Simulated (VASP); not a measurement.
# InAs (F-43m) in VASP: notebook

Aim: see how the results for InAs move with the level of theory and the settings. Levels: PBE, PBEsol. Tasks: single point, relaxation of cell and atoms.

All numbers are computed with VASP 6.6.1; they aren't measurements. Logs are shortened: lines on timing, memory, paths and dates and some standing lists are left out, and cuts for length are marked.

**Experimental background.**

From a printed reference work, data compilation, for a bulk crystal of InAs at 4.2 K: band gap 0.418 eV (direct).

The runs below are set against these values where they give the same quantity.

## (1) The cell of the first run

The structure is cubic, space group F-43m (No. 216). Conventional cell: a = 6.187 Å, b = 6.187 Å, c = 6.187 Å, α = 90.00°, β = 90.00°, γ = 90.00°. Within 3.5 Å of In (site symmetry -43m) lie 4 As at 2.68 Å. As (site symmetry -43m) has 4 In at 2.68 Å within 3.5 Å.

## (2) Single point, PBE

Contents of INCAR:

```
SYSTEM = InAs
  PREC = Accurate
  ENCUT = 520
  EDIFF = 1E-7
  ISMEAR = -1
  SIGMA = 0.05
  LREAL = .False.
  LASPH = .True.
  NELM = 80
  ALGO = Normal
  ISIF = 2
  LWAVE = .False.
  LCHARG = .False.
  GGA = PE
  NBANDS = 16
```

Contents of KPOINTS:

```
regular mesh
0
Gamma
  8 8 8
  0 0 0
```

Contents of POSCAR:

```
InAs
1.0
    0.0000000000      3.0935647298      3.0935647298
    3.0935647298      0.0000000000      3.0935647298
    3.0935647298      3.0935647298      0.0000000000
In As
1 1
Direct
    0.0000000000      0.0000000000      0.0000000000
    0.7500000000      0.7500000000      0.7500000000
```

Potentials or basis: VASP PAW PBE potentials, release 64 (In_d, As).

Launch:

```
> cat potpaw_PBE.64/In_d/POTCAR potpaw_PBE.64/As/POTCAR > POTCAR
> mpirun -np 1 vasp_std > vasp.out
```

OUTCAR:

```text
SYSTEM = InAs
   PREC = Accurate
   ENCUT = 520
   EDIFF = 1E-7
   ISMEAR = -1
   LREAL = .False.
   LASPH = .True.
   NELM = 80
   ISIF = 2
   GGA = PE

 ion  position               nearest neighbor table
   1  0.000  0.000  0.000-   2 2.68   2 2.68   2 2.68   2 2.68
   2  0.750  0.750  0.750-   1 2.68   1 2.68   1 2.68   1 2.68

  LATTYP: Found a face centered cubic cell.
 ALAT       =     6.1871294596

  Lattice vectors:

 A1 = (   0.0000000000,   3.0935647298,   3.0935647298)
 A2 = (   3.0935647298,   0.0000000000,   3.0935647298)
 A3 = (   3.0935647298,   3.0935647298,   0.0000000000)

Analysis of symmetry for initial positions (statically):
=====================================================================
 Subroutine PRICEL returns:
 Original cell was already a primitive cell.

 Routine SETGRP: Setting up the symmetry group for a
 face centered cubic supercell.

 Subroutine GETGRP returns: Found 24 space group operations
 (whereof 24 operations were pure point group operations)
 out of a pool of 48 trial point group operations.

The static configuration has the point symmetry T_d .

Analysis of symmetry for dynamics (positions and initial velocities):
=====================================================================
 Subroutine PRICEL returns:
 Original cell was already a primitive cell.

 Routine SETGRP: Setting up the symmetry group for a
 face centered cubic supercell.

 Subroutine GETGRP returns: Found 24 space group operations
 (whereof 24 operations were pure point group operations)
 out of a pool of 48 trial point group operations.

The dynamic configuration has the point symmetry T_d .

 Subroutine INISYM returns: Found 24 space group operations
 (whereof 24 operations are pure point group operations),
 and found     1 'primitive' translations

----------------------------------------------------------------------------------------

                                     Primitive cell

  volume of cell :      59.2117

  direct lattice vectors                    reciprocal lattice vectors
     0.000000000  3.093564730  3.093564730    -0.161625841  0.161625841  0.161625841
     3.093564730  0.000000000  3.093564730     0.161625841 -0.161625841  0.161625841
     3.093564730  3.093564730  0.000000000     0.161625841  0.161625841 -0.161625841
[... 74 lines left out ...]
 SYSTEM =  InAs
   PREC   = accura    normal or accurate (medium, high low for compatibility)
   ISTART =      0    job   : 0-new  1-cont  2-samecut
   ICHARG =      2    charge: 1-file 2-atom 10-const
   ISPIN  =      1    spin polarized calculation?
   LNONCOLLINEAR =      F non collinear calculations
   LSORBIT =      F    spin-orbit coupling
   LASPH  =      T    aspherical Exc in radial PAW
   ENCUT  =  520.0 eV  38.22 Ry    6.18 a.u.   8.13  8.13  8.13*2*pi/ulx,y,z
   NELM   =     80;   NELMIN=  2; NELMDL= -5     # of ELM steps
   EDIFF  = 0.1E-06   stopping-criterion for ELM
   LREAL  =      F    real-space projection
   EDIFFG = 0.1E-05   stopping-criterion for IOM
   NSW    =      0    number of steps for IOM
   IBRION =     -1    ionic relax: 0-MD 1-quasi-New 2-CG
   NFREE  =      0    steps in history (QN), initial steepest desc. (CG)
   ISIF   =      2    stress and relaxation
   ISYM   =      2    0-nonsym 1-usesym 2-fastsym
   POTIM  = 0.5000    time-step for ionic-motion
   TEBEG  =    0.0;   TEEND  =   0.0 temperature during run
   PSTRESS=    0.0 pullay stress
   NELECT =      18.0000    total number of electrons
   NUPDOWN=      -1.0000    fix difference up-down
   EMIN   =  10.00;   EMAX   =-10.00  energy-range for DOS
   EFERMI =   0.00;   METHOD = LEGACY
   ISMEAR =    -1;   SIGMA  =   0.05  broadening in eV -4-tet -1-fermi 0-gaus
   EFERMI_NEDOS =   21; number of points for ismear=-14 and -15
   IALGO  =     38    algorithm
   IMIX   =      4    mixing-type and parameters
     AMIX     =   0.40;   BMIX     =  1.00
     AMIX_MAG =   1.60;   BMIX_MAG =  1.00
  volume/ion in A,a.u.               =      29.61       199.79
  Fermi-wavevector in a.u.,A,eV,Ry     =   1.100770  2.080153 16.486096  1.211694
  Thomas-Fermi vector in A             =   2.237186
   LORBIT       =      0    0 simple, 1 ext, 2 COOP (PROOUT), +10 PAW based schemes
   GGA     = PE    functional components
   LHFCALC =     F    Hartree Fock is set to
   AEXX    =    0.0000 exact exchange contribution
   IVDW    =     0    specifies the selected vdW correction
   LEPSILON=     F    determine dielectric tensor
   LRPA    =     F    only Hartree local field effects (RPA)
 non-spin polarized calculation
  energy-cutoff  :      520.00
  volume of cell :       59.21
 maximum number of plane-waves:      1639
 NGX is ok and might be reduce to    36
   NGX = 17   NGY = 17   NGZ = 17

 number of electron      17.9999997 magnetization

 Free energy of the ion-electron system (eV)
  ---------------------------------------------------
  ext. energy  EPLUGINS =         0.00000000
  ---------------------------------------------------
  free energy    TOTEN  =        -7.71665983 eV

  energy without entropy =       -7.71606844  energy(sigma->0) =       -7.71636414

 E-fermi :   3.8931     XC(G=0):  -8.7941

 val. band max:        3.8398712723   @ k =   0.0000   0.0000   0.0000
 cond. band min:       4.6503698643   @ k =   0.5000   0.0000   0.0000
 fundamental gap:      0.8104985921
 Fermi energy:         3.8931024160

 k-point     1 :       0.0000    0.0000    0.0000
  band No.  band energies     occupation
      1     -10.4289      2.00000
      2     -10.4289      2.00000
      3     -10.4289      2.00000
      4     -10.3293      2.00000
      5     -10.3293      2.00000
      6      -7.5998      2.00000
[... 433 lines left out ...]
      3     -10.3868      2.00000
      4     -10.3327      2.00000
      5     -10.3231      2.00000
      6      -6.1027      2.00000
[... 8 lines left out ...]
     15      14.0558      0.00000
     16      14.6583      0.00000

 [... further k-points ...]
[... 5 lines left out ...]
  --------------------------------------------------------------------------------------
  -------------------------------------------------------------------------------------
  Total        0.0152178      0.0152178      0.0152178      0.0000000      0.0000000      0.0000000
  in kB        0.4117709      0.4117709      0.4117709      0.0000000      0.0000000      0.0000000
  external PRESSURE =       0.4117709 kB  Pullay stress =       0.0000000 kB

 VOLUME and BASIS-vectors are now :
 -----------------------------------------------------------------------------
  energy-cutoff  :      520.00
  volume of cell :       59.21
      direct lattice vectors                 reciprocal lattice vectors
     0.000000000  3.093564730  3.093564730    -0.161625841  0.161625841  0.161625841
     3.093564730  0.000000000  3.093564730     0.161625841 -0.161625841  0.161625841
     3.093564730  3.093564730  0.000000000     0.161625841  0.161625841 -0.161625841

 POSITION                                       TOTAL-FORCE (eV/Angst)
 -----------------------------------------------------------------------------------
      0.00000      0.00000      0.00000        -0.000000     -0.000000     -0.000000
      4.64035      4.64035      4.64035         0.000000      0.000000      0.000000
 -----------------------------------------------------------------------------------
    total drift:                                0.000000      0.000000      0.000000

  FREE ENERGIE OF THE ION-ELECTRON SYSTEM (eV)
  ---------------------------------------------------
  free  energy   TOTEN  =        -7.7166598300 eV

  energy  without entropy=       -7.7160684406  energy(sigma->0) =       -7.71636414
```

Wall time 39 s (1 thread of Intel Xeon Platinum 8375C at 2.90GHz (Ice Lake), shared host); peak memory 0.21 GiB.

Results:

```yaml
Free_energy: -7.7167 eV
Pressure: 0.0 GPa
Band_gap_on_the_k_mesh: zero (filled and empty bands touch)
```

Caveat: spin-orbit coupling is left out, which moves the levels of the heavy elements.

## (3) Relaxation of cell and atoms, PBE

This run uses another cell than the first one, of 27.49 Å³/atom, 0.928 times its volume.

Contents of INCAR:

```
  PREC = Accurate
  ENCUT = 600
  EDIFF = 1E-6
  ISMEAR = -1
  SIGMA = 0.05
  LREAL = False
  LASPH = True
  NELM = 100
  ALGO = Normal
  ISIF = 3
  LWAVE = False
  LCHARG = False
  GGA = PE
  IBRION = 2
  NSW = 80
  EDIFFG = -0.005
```

Contents of KPOINTS:

```
Automatic mesh
0
Gamma
  8 8 8
```

Contents of POSCAR:

```
InAs
1.0
    0.0000000000      3.0180000000      3.0180000000
    3.0180000000      0.0000000000      3.0180000000
    3.0180000000      3.0180000000      0.0000000000
In As
1 1
Direct
    0.0000000000      0.0000000000      0.0000000000
    0.7500000000      0.7500000000      0.7500000000
```

Potentials or basis: VASP PAW PBE potentials, release 64 (In_d, As).

Launch:

```
> cat potpaw_PBE.64/In_d/POTCAR potpaw_PBE.64/As/POTCAR > POTCAR
> mpirun -np 1 vasp_std > vasp.out
```

Run time: 83 s. Hardware: 1 thread of Intel Xeon Platinum 8375C at 2.90GHz (Ice Lake), shared host; peak memory 0.22 GiB.

It converged, with:

```
Free energy                            : -7.7163 eV
Relaxed volume                         : 29.63 Å³/atom
Relaxed cell                           : a = 4.376 Å, b = 4.376 Å, c = 4.376 Å, α = 60.00°, β = 60.00°, γ = 60.00°
Space group after relaxing (to 0.05 Å) : F-43m (No. 216)
Energy gained by relaxing              : 27.3 meV/atom
Ionic steps                            : 5
Pressure after relaxing                : 0.0 GPa
Band gap on the k mesh                 : zero (filled and empty bands touch)
```

Step by step:
```
step  energy change (eV)  largest force (eV/Å)  pressure (GPa)  volume (Å³)
   1              0.0000                0.0000            4.38        54.98
   2             -0.0458                0.0000           -1.45        61.18
   3             -0.0546                0.0000            0.03        59.26
   4             -0.0546                0.0000           -0.06        59.34
   5             -0.0546                0.0000            0.02        59.26
```

Final structure:
```
In As
1.0
     0.00000    3.09439    3.09439
     3.09439    0.00000    3.09439
     3.09439    3.09439    0.00000
In As
1 1
Direct
  0.00000 0.00000 0.00000
  0.75000 0.75000 0.75000
```

Levels at points of the mesh, in eV from the Fermi level:
```
           k point  band 7  band 8  band 9  band 10  band 11  band 12
(0.00, 0.00, 0.00)   -0.60   -0.05   -0.05    -0.05     3.82     3.82
(0.50, 0.00, 0.00)   -5.48   -0.94   -0.94     0.76     4.58     4.58
(0.50, 0.50, 0.00)   -5.60   -2.15   -2.15     1.60     1.99     8.70
```

Caveat: spin-orbit coupling is left out, which moves the levels of the heavy elements. PBE usually gives volumes a little too large and moduli too small.

## (4) Single point, PBEsol

This run uses another cell than the first one, of 28.22 Å³/atom, 0.953 times its volume.

Contents of INCAR:

```
SYSTEM = InAs
PREC = Accurate
ENCUT = 520
EDIFF = 1E-6
ISMEAR = -1
SIGMA = 0.05
LREAL = .False.
LASPH = .True.
NELM = 100
ALGO = Normal
ISIF = 2
LWAVE = .False.
LCHARG = .False.
GGA = PS
NBANDS = 16
```

Contents of KPOINTS:

```
Automatic mesh
0
Gamma
  8 8 8
  0 0 0
```

Contents of POSCAR:

```
InAs
1.0
    0.0000000000      3.0443867648      3.0443867648
    3.0443867648      0.0000000000      3.0443867648
    3.0443867648      3.0443867648      0.0000000000
In As
1 1
Direct
    0.0000000000      0.0000000000      0.0000000000
    0.7500000000      0.7500000000      0.7500000000
```

Launch:

```
> cat potpaw_PBE.64/In_d/POTCAR potpaw_PBE.64/As/POTCAR > POTCAR
> mpirun -np 1 vasp_std > vasp.out
```

It took 18 s on 1 thread of Intel Xeon Platinum 8488C (Sapphire Rapids), shared host; peak memory 0.18 GiB.

It converged, with:

- Free energy: -8.4872 eV
- Pressure: 0.1 GPa
- Band gap on the k mesh: zero (filled and empty bands touch)

Levels at points of the mesh, in eV from the Fermi level:
```tsv
k point	band 6	band 7	band 8	band 9	band 10	band 11	band 12	band 13
(0.00, 0.00, 0.00)	-11.81	-0.44	-0.05	-0.05	-0.05	3.80	3.80	3.80
(0.50, 0.00, 0.00)	-10.38	-5.76	-1.02	-1.02	0.78	4.56	4.56	6.64
(0.50, 0.50, 0.00)	-9.86	-5.84	-2.33	-2.33	1.42	1.93	8.89	9.03
```

Caveat: the PAW data sets were made with another functional, which shifts forces and pressure a little; spin-orbit coupling is left out, which moves the levels of the heavy elements.

## (5) Single point, PBEsol

This run uses another cell than the first one, of 21.31 Å³/atom, 0.720 times its volume.

Contents of INCAR:

```
SYSTEM = InAs
  PREC = Accurate
  ENCUT = 520
  EDIFF = 1E-7
  ISMEAR = -1
  SIGMA = 0.05
  LREAL = .False.
  LASPH = .True.
  NELM = 80
  ALGO = Normal
  ISIF = 2
  LWAVE = .False.
  LCHARG = .True.
  GGA = PS
  LELF = .True.
  LVHAR = .True.
  NBANDS = 16
```

KPOINTS is that of step 4.

Contents of POSCAR:

```
InAs
1.0
    0.0000000000      2.7722346393      2.7722346393
    2.7722346393      0.0000000000      2.7722346393
    2.7722346393      2.7722346393      0.0000000000
In As
1 1
Direct
    0.0000000000      0.0000000000      0.0000000000
    0.7500000000      0.7500000000      0.7500000000
```

Launch:

```
> cat potpaw_PBE.64/In_d/POTCAR potpaw_PBE.64/As/POTCAR > POTCAR
> mpirun -np 1 vasp_std > vasp.out
```

It took 26 s on 1 thread of Intel Xeon 6975P-C, shared host; peak memory 0.18 GiB.

It converged, with:

```
Free energy            : -7.4772 eV
Pressure               : 30.3 GPa
Band gap on the k mesh : 0.89 eV, indirect (least direct gap 1.00 eV)
```

Levels at points of the mesh, in eV from the valence-band top:
| k point | band 7 | band 8 | band 9 | band 10 | band 11 | band 12 |
| --- | --- | --- | --- | --- | --- | --- |
| (0.00, 0.00, 0.00) | 0.00 | 0.00 | 0.00 | 1.00 | 3.85 | 3.85 |
| (0.50, 0.00, 0.00) | -7.48 | -1.47 | -1.47 | 1.44 | 4.64 | 4.64 |
| (0.50, 0.50, 0.00) | -7.24 | -3.41 | -3.41 | 0.89 | 1.81 | 10.96 |

Caveat: the PAW data sets were made with another functional, which shifts forces and pressure a little; spin-orbit coupling is left out, which moves the levels of the heavy elements. A k mesh can miss the band edges.

## (6) Summary

```tsv
task	level	cell	cutoff (eV)	gap on the mesh (eV)	pressure (GPa)
single point	PBE	a = 4.375 Å, angles 60.0°, 2 atoms	520	none	0.0
relaxation of cell and atoms	PBE	relaxed from a = 4.268 Å, angles 60.0°, 2 atoms	600	none	0.0
single point	PBEsol	a = 4.305 Å, angles 60.0°, 2 atoms	520	none	0.1
single point	PBEsol	a = 3.921 Å, angles 60.0°, 2 atoms	520	0.89	30.3
```

Alike in all rows: potentials or basis VASP PAW PBE potentials, release 64 (In_d, As); no spin polarisation; k mesh 8 × 8 × 8; smearing fermi-dirac 0.05 eV.

Caveats: spin-orbit coupling is left out, which moves the levels of the heavy elements; the PAW data sets were made with another functional, which shifts forces and pressure a little (some runs).

Absolute energies hang on the potentials; compare differences alone.

## (7) Comparison with measurements

Step 2. Measured gap of InAs: 0.418 eV (direct; 4.2 K; a printed reference work, data compilation). This calculation gives 0.00 eV (-0.42 eV). Spin-orbit coupling on As, In is left out. The value is that of PBE on a finite k mesh, which can miss the band edges, without temperature or zero-point motion. Semilocal functionals fall short of measured gaps as a rule.

Step 4. A measured gap of InAs is 0.418 eV (direct; 4.2 K; a printed reference work, data compilation); the calculated 0.00 eV misses it by -0.42 eV. Spin-orbit coupling on As, In is left out. The value is that of PBEsol on a finite k mesh, which can miss the band edges, without temperature or zero-point motion. Semilocal functionals fall short of measured gaps as a rule.
